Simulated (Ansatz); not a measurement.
The system is TiTe.

```
Ti Te
1.0
     0.00000    3.05007    3.05007
     3.05007    0.00000    3.05007
     3.05007    3.05007    0.00000
Ti Te
1 1
Direct
  0.50000 0.50000 0.50000
  0.00000 0.00000 0.00000
```

The cell comes from a database or a generator and needn't be the stable form of this composition.

- Program: Ansatz 0.2.0
- Task: relaxation of cell and atoms
- Functional: BLYP
- Dispersion: D3(BJ)
- Potentials or basis: Ansatz PAW
- Cutoff: 420 eV (not typed: the program's choice for these potentials)
- k mesh: 8 × 8 × 8
- Occupations: fermi-dirac, width 0.05 eV
- Spin: no spin polarisation

At the start: volume 28.37 Å³/atom.

Where does the relaxation end?

It ends after 6 steps and the volume is 21.40 Å³/atom (-24.6 %); space group Fm-3m (No. 225, to 0.05 Å).

Step by step:
```csv
step,energy change (eV),largest force (eV/Å),volume (Å³)
1,0.0000,0.0000,56.75
2,-0.5653,0.0000,48.85
3,-0.7450,0.0000,41.72
4,-0.7520,0.0000,43.06
5,-0.7525,0.0000,42.80
6,-0.7508,0.0000,42.80
```

Final structure:
```
CELL_PARAMETERS angstrom
0.00000 2.77633 2.77633
2.77633 0.00000 2.77633
2.77633 2.77633 0.00000
ATOMIC_POSITIONS crystal
Ti 0.50000 0.50000 0.50000
Te 0.00000 0.00000 0.00000
```

Caveat: the volume moved by over 15 % at a fixed basis, so the end points are rough; the plane-wave basis is chosen anew once the cell has moved, so the energies of steps on either side of that aren't comparable; pairwise dispersion overbinds metals, which lowers pressure and volume; the PAW data sets come from PBE, with cores solved anew for the run's functional, which leaves a small shift of forces and pressure.
